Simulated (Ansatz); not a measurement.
# Si (Fd-3m) in Ansatz: notebook, part 2 of 3

Ansatz 0.2.0. Earlier steps stand in the parts before.

**4. Relaxation of cell and atoms, RPBE+D3(BJ)**

Contents of input.yaml:

```yaml
crystal:
  lattice:
    - [0.0, 2.7218511865, 2.7218511865]
    - [2.7218511865, 0.0, 2.7218511865]
    - [2.7218511865, 2.7218511865, 0.0]
  atoms:
    - { symbol: Si, position: [0.5, 0.5, 0.5] }
    - { symbol: Si, position: [0.75, 0.75, 0.75] }
hamiltonian:
  xc: rpbe
  pseudopotentials: { kind: paw }
  dispersion: d3bj
kpoints:
  mp_grid: { grid: [8, 8, 8] }
scf:
  occupations: { method: fermi_dirac, width: 0.05 }
output:
  forces: true
  stress: true
  write_density: true
  write_potential: true
  elf: true
  volumetric_format: npy
relax:
  f_tol: 0.01
  max_steps: 40
  cell: { stress_tol: 0.05 }
```

Potentials or basis: Ansatz PAW.

Command:

```
$ ansatz run input.yaml --threads 2 --pin off --max-ram 5632MiB --backend cpu --events-out ev --progress --plain --runs-dir out
```

The program printed:

```text
Warning: RAYON_NUM_THREADS=2 ignored (pool sized by the plan → 2); use --threads N
Engine: ansatz 0.2.0, x86_64-unknown-linux-gnu
Pseudopotentials: kind: paw
Pseudopotential: Si, paw, valence charge 4, recommended cutoff 420 eV (normal), Si.paw.azcp
Functional definition: RPBE
  parameter kappa = 0.804
  parameter beta = 0.06672455060314922
  exchange = rpbe_x(kappa = kappa, mu = beta*pi^2/3)
  correlation = pbe_c(beta = beta)
Crystal: 2 atoms, lattice volume = 40.330 Å³
Basis set: ecut = 420 eV, 749 PW (Γ), exchange–correlation on 54×54×54 points (8 copies of the dense FFT grid, shifted against one another)
Bands: 8, of which v1, the nominal top of the filled ones, is band 4 counted from 1 (3 counted from 0)
Symmetry: 48 space group operations
Space group: Fd-3m (ITA 227), of the structure as read, at distance tolerance 3.4e-5 Å
k-points: 29 of 512
Non-local potential: Si, projectors of the file, l = 0: 2, l = 1: 2, l = 2: 2
PAW form: soft (Blöchl's): semilocal exchange-correlation on the pseudo side does not see the compensation charge
PAW frozen core: Si, regenerated for the run's functional, and the local potential with it (the file was generated under x = pbe(κ = 0.804, μ = 0.2195149727645171), c = pbe(β = 0.06672455060314922))
PAW one-centre angular grid: Si, 110 points (default); XC on 64 Gauss nodes
Initial density: superposition of atomic densities (neutral atoms: chi_scale 0, normalization atom), corrected by the library's trained network
Initial wavefunctions: pseudopotential atomic-orbital guess
Functional: x = rpbe, c = pbe(β = 0.06672455060314922)
SCF iter   1: F=—  HF=-1280.166606 eV  |F-HF|=—  |Δ(HF+E_count)|=         —  Δρ=1.49e-3  dr2=6.31e-4  ethr=1.77e-3  ⟨swp⟩=5.9  Hψ=2032  notcnv=0
preconditioner: auto → none  [insulator: Δε(μ)=0.670 eV  Ē_g=9.476 eV  σ=0.050 eV  W_gap=1.00  n_scr=8 (ndim 8)  ℏωp=16.5 eV  f_vac=0.000  D(μ)=0.00/eV (n_scr^D=0)  ε∞_Penn≈4.0]
SCF iter   2: F=—  HF=-1280.166959 eV  |F-HF|=—  |Δ(HF+E_count)|=   3.53e-4  Δρ=6.62e-4  dr2=9.20e-5  ethr=7.89e-6  ⟨swp⟩=2.3  Hψ=587  notcnv=0
SCF iter   3: F=—  HF=-1280.167059 eV  |F-HF|=—  |Δ(HF+E_count)|=   1.00e-4  Δρ=1.40e-4  dr2=4.47e-6  ethr=1.15e-6  ⟨swp⟩=2.2  Hψ=343  notcnv=0
SCF iter   4: F=—  HF=-1280.167072 eV  |F-HF|=—  |Δ(HF+E_count)|=   1.28e-5  Δρ=1.73e-5  dr2=1.46e-7  ethr=5.59e-8  ⟨swp⟩=2.0  Hψ=351  notcnv=0
iter 5 did not close the SCF: its close was put off for the readings that it lacked (scf_convergence_deferred on its scf_iter line)
SCF iter   5: F=-1280.167072 eV  HF=-1280.167072 eV  |F-HF|=1.73e-9  |Δ(HF+E_count)|=   3.54e-7  Δρ=1.20e-6  dr2=2.95e-10  ethr=1.83e-9  ⟨swp⟩=2.0  Hψ=351  notcnv=0
SCF iter   6: F=-1280.167072 eV  HF=-1280.167072 eV  |F-HF|=9.32e-12  |Δ(HF+E_count)|=   2.48e-9  Δρ=1.73e-7  dr2=5.54e-12  ethr=3.69e-12  ⟨swp⟩=4.8  Hψ=1095  notcnv=0
SCF 1 converged in 6 iterations: F = -1280.167072 eV  dr2 = 5.54e-12
relax step   1: F+E_penalty+E_count = -1280.16707223 eV  Δ(F+E_penalty+E_count) = +0.000e0 eV  max|allowed force component| = 9.252e-18 eV/Å  Δτ_max = 0.0000 Å  P = -6.707 GPa  Ω = 40.330 Å³  (6 SCF iters, accepted)
Crystal: 2 atoms, lattice volume = 38.139 Å³
Basis set: ecut = 420 eV, 725 PW (Γ), exchange–correlation on 54×54×54 points (8 copies of the dense FFT grid, shifted against one another)
Initial density: handed on by an earlier stage of this run
Initial wavefunctions: those handed on with the density
iter 1 solved again at ethr=6.08e-5 eV; its pass at ethr=3.10e-3 eV (dr2=4.86e-3 eV) is discarded
SCF iter   1: F=—  HF=-1280.233239 eV  |F-HF|=—  |Δ(HF+E_count)|=         —  Δρ=3.15e-3  dr2=5.03e-3  ethr=6.08e-5  ⟨swp⟩=1.0  Hψ=2254  notcnv=0
preconditioner: auto → none  [insulator: Δε(μ)=0.599 eV  Ē_g=9.750 eV  σ=0.050 eV  W_gap=0.99  n_scr=8 (ndim 8)  ℏωp=17.0 eV  f_vac=0.000  D(μ)=0.00/eV (n_scr^D=0)  ε∞_Penn≈4.0]
SCF iter   2: F=—  HF=-1280.232073 eV  |F-HF|=—  |Δ(HF+E_count)|=   1.17e-3  Δρ=1.29e-3  dr2=7.75e-4  ethr=6.08e-5  ⟨swp⟩=1.0  Hψ=232  notcnv=0
SCF iter   3: F=—  HF=-1280.232008 eV  |F-HF|=—  |Δ(HF+E_count)|=   6.50e-5  Δρ=1.46e-4  dr2=5.63e-6  ethr=9.69e-6  ⟨swp⟩=2.1  Hψ=348  notcnv=0
SCF iter   4: F=—  HF=-1280.232023 eV  |F-HF|=—  |Δ(HF+E_count)|=   1.47e-5  Δρ=1.43e-5  dr2=1.18e-7  ethr=2.50e-9  ⟨swp⟩=9.2  Hψ=1280  notcnv=0
[... 19 lines left out ...]
SCF iter   2: F=—  HF=-1280.239795 eV  |F-HF|=—  |Δ(HF+E_count)|=   3.76e-6  Δρ=1.28e-4  dr2=7.47e-6  ethr=5.82e-7  ⟨swp⟩=1.1  Hψ=242  notcnv=0
SCF iter   3: F=-1280.239795 eV  HF=-1280.239794 eV  |F-HF|=8.31e-8  |Δ(HF+E_count)|=   5.82e-7  Δρ=1.40e-5  dr2=5.00e-8  ethr=2.50e-9  ⟨swp⟩=6.5  Hψ=1311  notcnv=0
SCF 4 converged in 3 iterations: F = -1280.239795 eV  dr2 = 5.00e-8
relax step   4: F+E_penalty+E_count = -1280.23979457 eV  Δ(F+E_penalty+E_count) = -3.028e-4 eV  max|allowed force component| = 9.021e-17 eV/Å  Δτ_max = 0.0000 Å  P = -0.001 GPa  Ω = 37.169 Å³  energy of the carried Pulay correction = +3.611e-4 eV  (3 SCF iters, dr2 threshold 2.00e-7 eV, accepted)
Initial wavefunctions: pseudopotential atomic-orbital guess (no wavefunctions were taken with the density)
iter 1 solved again at ethr=8.59e-8 eV; its pass at ethr=3.10e-3 eV (dr2=6.87e-6 eV) is discarded
SCF iter   1: F=—  HF=-1280.239572 eV  |F-HF|=—  |Δ(HF+E_count)|=         —  Δρ=3.43e-5  dr2=7.67e-8  ethr=8.59e-8  ⟨swp⟩=3.0  Hψ=2758  notcnv=0
preconditioner: auto → none  [insulator: Δε(μ)=0.531 eV  Ē_g=9.863 eV  σ=0.050 eV  W_gap=0.99  n_scr=8 (ndim 8)  ℏωp=17.2 eV  f_vac=0.000  D(μ)=0.00/eV (n_scr^D=0)  ε∞_Penn≈4.1]
SCF iter   2: F=—  HF=-1280.239579 eV  |F-HF|=—  |Δ(HF+E_count)|=   6.90e-6  Δρ=1.75e-5  dr2=2.26e-8  ethr=9.59e-10  ⟨swp⟩=2.2  Hψ=346  notcnv=0
SCF iter   3: F=—  HF=-1280.239579 eV  |F-HF|=—  |Δ(HF+E_count)|=   2.89e-7  Δρ=7.09e-7  dr2=8.68e-11  ethr=2.82e-10  ⟨swp⟩=2.0  Hψ=351  notcnv=0
SCF iter   4: F=-1280.239579 eV  HF=-1280.239579 eV  |F-HF|=6.68e-11  |Δ(HF+E_count)|=  3.67e-10  Δρ=2.55e-7  dr2=6.43e-12  ethr=1.00e-12  ⟨swp⟩=6.6  Hψ=1153  notcnv=0
SCF 5 converged in 4 iterations: F = -1280.239579 eV  dr2 = 6.43e-12
relax step   5: F+E_penalty+E_count = -1280.23957934 eV  Δ(F+E_penalty+E_count) = +2.152e-4 eV  max|allowed force component| = 1.295e-16 eV/Å  Δτ_max = 0.0000 Å  P = -0.015 GPa  Ω = 37.169 Å³  stress off target by 1.48e-2 GPa  SCF on the basis re-selected at this cell (its energy is not comparable with the rows above)  (4 SCF iters)
basis re-selected at this cell: Δ(F+E_penalty+E_count) = +2.152e-4 eV, ΔP = -0.013 GPa vs the last step (what re-selecting the basis moved, of the pressure what is left beyond the Pulay correction that the steps carried, after the strain that the cell walked since its last selection, with what the two solves' SCF thresholds leave and, on support functions, any second-order correction that the steps lacked; it is no measure of the basis error at this ecutwfc). This SCF's stress stands 1.48e-2 GPa from its target on what of the cell is left free (relax.cell.stress_tol is 5.00e-2 GPa) and its largest allowed force component is 1.30e-16 eV/Å (relax.f_tol is 1.00e-2 eV/Å): within both
SCF converged after 4 iterations
Free energy (F): -1280.239579 eV
Harris-Foulkes:  -1280.239579 eV  (|F-HF|=6.68e-11)
Internal energy: -1280.239519 eV  (E = F + TS)
E sigma→0 (E₀):  -1280.239549 eV
Entropy (-TS):   -0.000061 eV (-0.030 meV/atom)
Fermi energy:    7.366092 eV
--- Per-component energies (eV) ---
  E_band       = 14.733950
  E_kinetic    = 83.421780
  E_local      = -49.274194  (includes V_loc(G=0)·N_el)
  E_nonlocal   = 51.985797
  E_hartree    = 14.032606
  E_xc         = -111.721543
  E_vxc        = -94.808373  (∫ρ·V_xc dr)
  E_paw        = -1031.771022  (= ΣΔE_a)
  E_vpaw       = -4.656289  (= ΣTr[D̂ρ^β])
  E_aug_tail   = 0.000012  (compensation charges beyond the density's cutoff)
  E_ewald      = -234.273940
  E_disp       = -2.591047  (pairwise vdW)
  E_core_change = -0.047966  (= ΣΔE_core)
  E_smearing   = -0.000061  (= −TS)
  E_closure    = -0.000000  (closes the sum)
  Σ components = -1280.239579   (vs F -1280.239579, Δ=0.00e0)
--- Forces (eV/Å), atoms counted from 1 ---
  atom   1  Si    -0.00000000    -0.00000000    -0.00000000
  atom   2  Si     0.00000000     0.00000000     0.00000000
  max |Σ_I F_I| component: 2.31e-17 eV/Å
--- Stress (GPa, compression-positive) ---
       -0.014759       0.000000      -0.000000
       -0.000000      -0.014759      -0.000000
        0.000000       0.000000      -0.014759
  P = ⅓ Tr σ = -0.0148 GPa (-0.148 kbar)
--- Band table (eV; the first three rows and the last of 29) ---
  k-point 0: bands = ["-5.3575", "7.1233", "7.1233", "7.1233", "9.7154", "9.7154", "9.7154", "11.4882"]
  k-point 1: bands = ["-5.1399", "5.4977", "6.8109", "6.8109", "9.8444", "10.1730", "10.1730", "12.6563"]
  k-point 2: bands = ["-4.5036", "3.0580", "6.3120", "6.3120", "9.4589", "10.6886", "10.6886", "14.3462"]
  k-point 28: bands = ["-0.7351", "-0.7351", "2.9524", "2.9524", "11.4201", "11.4201", "12.4095", "12.4095"]
--- Relaxed structure (4 steps of the walk, 4 accepted, 1 SCFs on fresh bases) ---
  F+E_penalty+E_count = -1280.23957934 eV   max|allowed force component| = 1.295e-16 eV/Å   (the final SCF, on the basis selected at the relaxed cell)
  cell:  # Å, volume = 37.1685 Å³
    - [4.7323267785317214e-33, 2.648795916100249, 2.648795916100249]
    - [2.648795916100249, 2.2355944764529978e-33, 2.648795916100249]
    - [2.648795916100249, 2.648795916100249, 1.019074406579118e-33]
  atoms:
    - { symbol: Si, position: [0.5, 0.5, 0.5] }
    - { symbol: Si, position: [0.7499999999999999, 0.7499999999999999, 0.7499999999999999] }
```

rho_z.tsv:

```text
# z_ang	rho[e/angstrom^3]
# format = ansatz-planar-average/11
# lattice	0.000000000	2.648795916	2.648795916
# lattice	2.648795916	0.000000000	2.648795916
# lattice	2.648795916	2.648795916	0.000000000
# sites	2
# site	14	2.648795916	2.648795916	2.648795916
# site	14	3.973193874	3.973193874	3.973193874
0.000000	1.552354e-1
0.138739	1.467753e-1
0.277479	1.406053e-1
0.416218	1.375420e-1
0.554957	1.379867e-1
0.693697	1.418825e-1
[... 19 lines left out ...]
3.468484	1.763523e-1
3.607224	1.651370e-1
```

v_z.tsv:

```text
# z_ang	v_es[eV]	v_tot[eV]
# format = ansatz-planar-average/11
# xc	rpbe
# density_cutoff_ev	1680
# datasets	Si=:simpson_from_first_knot:soft:shift=726577
# lattice	0.000000000	2.648795916	2.648795916
# lattice	2.648795916	0.000000000	2.648795916
# lattice	2.648795916	2.648795916	0.000000000
# sites	2
# site	14	2.648795916	2.648795916	2.648795916
# site	14	3.973193874	3.973193874	3.973193874
0.000000	6.711688e0	-1.332242e0
0.138739	7.707846e0	-6.609422e-2
0.277479	8.307726e0	7.189907e-1
0.416218	8.588767e0	1.089813e0
0.554957	8.548035e0	1.035834e0
0.693697	8.188941e0	5.628955e-1
[... 19 lines left out ...]
3.468484	3.583725e0	-5.202109e0
3.607224	5.284831e0	-3.078843e0
```

It took 3 s on 2 threads of Intel Xeon at 2.70GHz, shared host; peak memory 0.33 GiB.

Results:

- Free energy: -1280.2396 eV
- Relaxed volume: 18.58 Å³/atom
- Relaxed cell: a = 3.746 Å, b = 3.746 Å, c = 3.746 Å, α = 60.00°, β = 60.00°, γ = 60.00°
- Space group after relaxing (to 0.05 Å): Fd-3m (No. 227)
- Energy gained by relaxing: 36.3 meV/atom
- Ionic steps: 5
- Pressure after relaxing: 0.0 GPa
- Band gap on the k mesh: 0.53 eV, indirect (least direct gap 2.59 eV)

Step by step:
| step | energy change (eV) | largest force (eV/Å) | volume (Å³) |
| --- | --- | --- | --- |
| 1 | 0.0000 | 0.0000 | 40.33 |
| 2 | -0.0650 | 0.0000 | 38.14 |
| 3 | -0.0724 | 0.0000 | 36.97 |
| 4 | -0.0727 | 0.0000 | 37.17 |
| 5 | -0.0725 | 0.0000 | 37.17 |

Final structure:
```
CELL_PARAMETERS angstrom
0.00000 2.64880 2.64880
2.64880 0.00000 2.64880
2.64880 2.64880 0.00000
ATOMIC_POSITIONS crystal
Si 0.50000 0.50000 0.50000
Si 0.75000 0.75000 0.75000
```

Levels at points of the mesh, in eV from the valence-band top:
```
             k point  band 2  band 3  band 4  band 5  band 6  band 7
  (0.00, 0.00, 0.00)    0.00    0.00    0.00    2.59    2.59    2.59
 (0.00, 0.00, -0.50)   -7.32   -1.27   -1.27    1.87    3.30    3.30
(0.00, -0.50, -0.50)   -8.06   -3.06   -3.06    0.60    0.60   10.81
```

Caveat: the plane-wave basis is chosen anew once the cell has moved, so the energies of steps on either side of that aren't comparable; the PAW data sets come from PBE, with cores solved anew for the run's functional, which leaves a small shift of forces and pressure. A k mesh can miss the band edges.

**5. Relaxation of cell and atoms, PBEsol**

Edit input.yaml of step 4 so:

```diff
@@ -9,5 +9,4 @@
 hamiltonian:
-  xc: rpbe
+  xc: pbesol
   pseudopotentials: { kind: paw }
-  dispersion: d3bj
 kpoints:
```

Potentials or basis: Ansatz PAW.

Command:

```
$ ansatz run input.yaml --threads 2 --pin off --max-ram 5632MiB --backend cpu --events-out ev --progress --plain --runs-dir out
```

The program printed:

```text
Warning: RAYON_NUM_THREADS=2 ignored (pool sized by the plan → 2); use --threads N
[... 6 set-up lines as earlier in the session ...]
Crystal: 2 atoms, lattice volume = 40.330 Å³
Basis set: ecut = 420 eV, 749 PW (Γ), exchange–correlation on 54×54×54 points (8 copies of the dense FFT grid, shifted against one another)
Bands: 8, of which v1, the nominal top of the filled ones, is band 4 counted from 1 (3 counted from 0)
[... 2 set-up lines as earlier in the session ...]
k-points: 29 of 512
[... 7 set-up lines as earlier in the session ...]
SCF iter   1: F=—  HF=-1242.980958 eV  |F-HF|=—  |Δ(HF+E_count)|=         —  Δρ=2.88e-3  dr2=3.79e-3  ethr=1.77e-3  ⟨swp⟩=5.9  Hψ=2039  notcnv=0
preconditioner: auto → none  [insulator: Δε(μ)=0.497 eV  Ē_g=9.392 eV  σ=0.050 eV  W_gap=0.98  n_scr=8 (ndim 8)  ℏωp=16.5 eV  f_vac=0.000  D(μ)=0.01/eV (n_scr^D=0)  ε∞_Penn≈4.1]
SCF iter   2: F=—  HF=-1242.980535 eV  |F-HF|=—  |Δ(HF+E_count)|=   4.23e-4  Δρ=1.09e-3  dr2=4.54e-4  ethr=4.74e-5  ⟨swp⟩=2.1  Hψ=542  notcnv=0
SCF iter   3: F=—  HF=-1242.980515 eV  |F-HF|=—  |Δ(HF+E_count)|=   2.00e-5  Δρ=1.77e-4  dr2=7.71e-6  ethr=5.68e-6  ⟨swp⟩=2.0  Hψ=346  notcnv=0
SCF iter   4: F=—  HF=-1242.980512 eV  |F-HF|=—  |Δ(HF+E_count)|=   2.93e-6  Δρ=1.64e-5  dr2=8.26e-8  ethr=9.63e-8  ⟨swp⟩=2.0  Hψ=327  notcnv=0
iter 5 did not close the SCF: its close was put off for the readings that it lacked (scf_convergence_deferred on its scf_iter line)
SCF iter   5: F=-1242.980512 eV  HF=-1242.980512 eV  |F-HF|=6.61e-10  |Δ(HF+E_count)|=   1.25e-8  Δρ=4.16e-6  dr2=3.82e-9  ethr=1.03e-9  ⟨swp⟩=2.0  Hψ=333  notcnv=0
SCF iter   6: F=-1242.980512 eV  HF=-1242.980512 eV  |F-HF|=1.43e-11  |Δ(HF+E_count)|=  9.76e-10  Δρ=4.01e-7  dr2=4.33e-11  ethr=4.78e-11  ⟨swp⟩=4.8  Hψ=1076  notcnv=0
SCF 1 converged in 6 iterations: F = -1242.980512 eV  dr2 = 4.33e-11
relax step   1: F+E_penalty+E_count = -1242.98051159 eV  Δ(F+E_penalty+E_count) = +0.000e0 eV  max|allowed force component| = 9.252e-18 eV/Å  Δτ_max = 0.0000 Å  P = -0.507 GPa  Ω = 40.330 Å³  (6 SCF iters, dr2 threshold 1.00e-7 eV, accepted)
[... 27 lines left out ...]
basis re-selected at this cell: Δ(F+E_penalty+E_count) = +4.360e-5 eV, ΔP = -0.002 GPa vs the last step (what re-selecting the basis moved, of the pressure what is left beyond the Pulay correction that the steps carried, after the strain that the cell walked since its last selection, with what the two solves' SCF thresholds leave and, on support functions, any second-order correction that the steps lacked; it is no measure of the basis error at this ecutwfc). This SCF's stress stands 9.56e-4 GPa from its target on what of the cell is left free (relax.cell.stress_tol is 5.00e-2 GPa) and its largest allowed force component is 3.70e-17 eV/Å (relax.f_tol is 1.00e-2 eV/Å): within both
SCF converged after 3 iterations
Free energy (F): -1242.980854 eV
Harris-Foulkes:  -1242.980854 eV  (|F-HF|=2.27e-12)
Internal energy: -1242.980784 eV  (E = F + TS)
E sigma→0 (E₀):  -1242.980819 eV
Entropy (-TS):   -0.000070 eV (-0.035 meV/atom)
Fermi energy:    6.399165 eV
--- Per-component energies (eV) ---
  E_band       = 8.680422
  E_kinetic    = 80.539656
  E_local      = -54.724183  (includes V_loc(G=0)·N_el)
  E_nonlocal   = 52.099522
  E_hartree    = 14.662925
  E_xc         = -109.326827
  E_vxc        = -93.621444  (∫ρ·V_xc dr)
  E_paw        = -997.894404  (= ΣΔE_a)
  E_vpaw       = -4.938979  (= ΣTr[D̂ρ^β])
  E_aug_tail   = 0.000012  (compensation charges beyond the density's cutoff)
  E_ewald      = -228.400607
  E_core_change = 0.063121  (= ΣΔE_core)
  E_smearing   = -0.000070  (= −TS)
  E_closure    = 0.000000  (closes the sum)
  Σ components = -1242.980854   (vs F -1242.980854, Δ=0.00e0)
--- Forces (eV/Å), atoms counted from 1 ---
  atom   1  Si    -0.00000000     0.00000000    -0.00000000
  atom   2  Si     0.00000000    -0.00000000    -0.00000000
  max |Σ_I F_I| component: 2.31e-17 eV/Å
--- Stress (GPa, compression-positive) ---
       -0.000956      -0.000000      -0.000000
       -0.000000      -0.000956      -0.000000
       -0.000000      -0.000000      -0.000956
  P = ⅓ Tr σ = -0.0010 GPa (-0.010 kbar)
--- Band table (eV; the first three rows and the last of 29) ---
  k-point 0: bands = ["-5.8112", "6.1653", "6.1653", "6.1653", "8.6838", "8.6838", "8.6838", "9.4562"]
  k-point 1: bands = ["-5.6067", "4.5530", "5.8735", "5.8735", "8.6045", "9.1106", "9.1106", "10.8092"]
  k-point 2: bands = ["-5.0095", "2.2172", "5.4014", "5.4014", "8.1182", "9.6238", "9.6238", "12.9905"]
  k-point 28: bands = ["-1.4895", "-1.4895", "2.2683", "2.2683", "10.3403", "10.3403", "11.1031", "11.1031"]
--- Relaxed structure (3 steps of the walk, 3 accepted, 1 SCFs on fresh bases) ---
  F+E_penalty+E_count = -1242.98085429 eV   max|allowed force component| = 3.701e-17 eV/Å   (the final SCF, on the basis selected at the relaxed cell)
  cell:  # Å, volume = 40.1103 Å³
    - [-4.7132191304284215e-34, 2.716909846540068, 2.716909846540068]
    - [2.716909846540068, -8.279979553455334e-35, 2.716909846540068]
    - [2.716909846540068, 2.716909846540068, -2.9935310693261594e-34]
  atoms:
    - { symbol: Si, position: [0.5, 0.5, 0.5] }
    - { symbol: Si, position: [0.7500000000000001, 0.7500000000000001, 0.7500000000000001] }
```

Run time: 2.8 s. Hardware: 2 threads of Intel Xeon at 2.70GHz, shared host; peak memory 0.32 GiB.

Results:

| Item | Value |
| --- | --- |
| Free energy | -1242.9809 eV |
| Relaxed volume | 20.06 Å³/atom |
| Relaxed cell | a = 3.842 Å, b = 3.842 Å, c = 3.842 Å, α = 60.00°, β = 60.00°, γ = 60.00° |
| Space group after relaxing (to 0.05 Å) | Fd-3m (No. 227) |
| Energy gained by relaxing | 0.2 meV/atom |
| Ionic steps | 4 |
| Pressure after relaxing | 0.0 GPa |
| Band gap on the k mesh | 0.51 eV, indirect (least direct gap 2.52 eV) |

The path:
```csv
step,energy change (eV),largest force (eV/Å),volume (Å³)
1,0.0000,0.0000,40.33
2,-0.0004,0.0000,40.16
3,-0.0004,0.0000,40.11
4,-0.0003,0.0000,40.11
```

Final structure:
```
CELL_PARAMETERS angstrom
0.00000 2.71691 2.71691
2.71691 0.00000 2.71691
2.71691 2.71691 0.00000
ATOMIC_POSITIONS crystal
Si 0.50000 0.50000 0.50000
Si 0.75000 0.75000 0.75000
```

Levels at points of the mesh, in eV from the valence-band top:
```
             k point  band 2  band 3  band 4  band 5  band 6  band 7
  (0.00, 0.00, 0.00)    0.00    0.00    0.00    2.52    2.52    2.52
 (0.00, 0.00, -0.50)   -7.00   -1.20   -1.20    1.46    3.28    3.28
(0.00, -0.50, -0.50)   -7.82   -2.87   -2.87    0.60    0.60   10.04
```

Caveat: the plane-wave basis is chosen anew once the cell has moved, so the energies of steps on either side of that aren't comparable; the PAW data sets come from PBE, with cores solved anew for the run's functional, which leaves a small shift of forces and pressure. PBEsol gaps usually lie below the measured ones, often by a third to a half.

[end of part 2 of 3]
